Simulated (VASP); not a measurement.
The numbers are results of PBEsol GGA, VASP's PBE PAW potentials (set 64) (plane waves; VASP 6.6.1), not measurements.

VASP ran on this input.

### KPOINTS
```
k-points along high-symmetry lines
15
Line-mode
Reciprocal
  0.000000   0.000000   0.000000 ! GAMMA
  0.500000   0.000000   0.500000 ! X

  0.500000   0.000000   0.500000 ! X
  0.625000   0.250000   0.625000 ! U

  0.375000   0.375000   0.750000 ! K
  0.000000   0.000000   0.000000 ! GAMMA

  0.000000   0.000000   0.000000 ! GAMMA
  0.500000   0.500000   0.500000 ! L

  0.500000   0.500000   0.500000 ! L
  0.500000   0.250000   0.750000 ! W

  0.500000   0.250000   0.750000 ! W
  0.500000   0.000000   0.500000 ! X
```

**POSCAR**
```
BaF2
1
    0.0000000000     3.0880281677     3.0880281677
    3.0880281677     0.0000000000     3.0880281677
    3.0880281677     3.0880281677    -0.0000000000
Ba F
1 2
Direct
  0.0000000000   1.0000000000   1.0000000000
  0.2500000000   0.2500000000   0.2500000000
  0.7500000000   0.7500000000   0.7500000000
```

### INCAR
```
LCHARG = .FALSE.
GGA = PS   # PBEsol
ICHARG = 11   # fixed density
ISMEAR = 0   # Gaussian
PREC = Accurate
LWAVE = .FALSE.
ALGO = Normal   # blocked Davidson
SYSTEM = BaF2
SIGMA = 0.05
LREAL = .FALSE.
LORBIT = 11   # lm-projected
LASPH = .TRUE.   # aspherical one-centre terms
LMAXMIX = 4
EDIFF = 1E-7   # SCF stop (eV)
NELM = 100   # most electronic steps
ENCUT = 520   # plane-wave cut-off (eV)
```

POTCAR, in this order: Ba_sv F (PBE.64 set). Program: vasp_std. Read from the step before: CHGCAR.

What VASP printed:

OSZICAR:
```
       N       E                     dE             d eps       ncg     rms          rms(c)
DAV:   1     0.152034401427E+03    0.15203E+03   -0.12963E+04  2880   0.139E+03
DAV:   2    -0.109650729884E+02   -0.16300E+03   -0.15941E+03  3888   0.282E+02
DAV:   3    -0.175338315822E+02   -0.65688E+01   -0.65618E+01  3936   0.651E+01
DAV:   4    -0.176551171406E+02   -0.12129E+00   -0.12128E+00  3864   0.702E+00
DAV:   5    -0.176579612898E+02   -0.28441E-02   -0.28441E-02  4072   0.715E-01
DAV:   6    -0.176580013912E+02   -0.40101E-04   -0.40101E-04  3824   0.706E-02
DAV:   7    -0.176580026391E+02   -0.12480E-05   -0.12480E-05  3976   0.790E-03
DAV:   8    -0.176580026743E+02   -0.35197E-07   -0.35197E-07  2720   0.114E-03
   1 F= -.17658003E+02 E0= -.17658003E+02  d E =-.445835E-15
```

### OUTCAR
```
 val. band max:       -2.1379581830   @ k =   0.2143   0.2143   0.4286

 cond. band min:       4.5331945747   @ k =   0.0000   0.0000   0.0000



 k-point     1 :       0.0000    0.0000    0.0000
  band No.  band energies     occupation
      1     -25.1922      2.00000
      2     -20.9682      2.00000
      3     -20.9090      2.00000
      4     -10.0042      2.00000
      5     -10.0042      2.00000
      6     -10.0042      2.00000
      7      -3.7078      2.00000
      8      -3.7078      2.00000
      9      -3.7078      2.00000
     10      -2.2276      2.00000
     11      -2.2276      2.00000
     12      -2.2276      2.00000
     13       4.5332      0.00000
     14       7.0067      0.00000
     15       7.0067      0.00000
     16       9.2758      0.00000

 k-point     2 :       0.0357    0.0000    0.0357
  band No.  band energies     occupation
      1     -25.1887      2.00000
      2     -20.9692      2.00000
      3     -20.9142      2.00000
      4     -10.0100      2.00000
      5     -10.0100      2.00000
      6     -10.0022      2.00000
      7      -3.6974      2.00000
      8      -3.6974      2.00000
      9      -3.6925      2.00000
     10      -2.2512      2.00000
     11      -2.2254      2.00000
     12      -2.2254      2.00000
     13       4.5747      0.00000
     14       6.9906      0.00000
     15       7.0209      0.00000
     16       9.2659      0.00000

 k-point     3 :       0.0714    0.0000    0.0714
  band No.  band energies     occupation
      1     -25.1782      2.00000
      2     -20.9738      2.00000
      3     -20.9280      2.00000
      4     -10.0270      2.00000
      5     -10.0270      2.00000
      6      -9.9965      2.00000
      7      -3.6668      2.00000
      8      -3.6668      2.00000
      9      -3.6472      2.00000
     10      -2.3197      2.00000
     11      -2.2192      2.00000
     12      -2.2192      2.00000
     13       4.6968      0.00000
     14       6.9433      0.00000
...
```

The density is held fixed in this step, so its total energy and stress have no physical meaning. Unless said otherwise, spin-orbit coupling is left out, though it shifts the bands of the heavy elements here.

The compound is BaF2 in the fluorite structure. It was relaxed first.
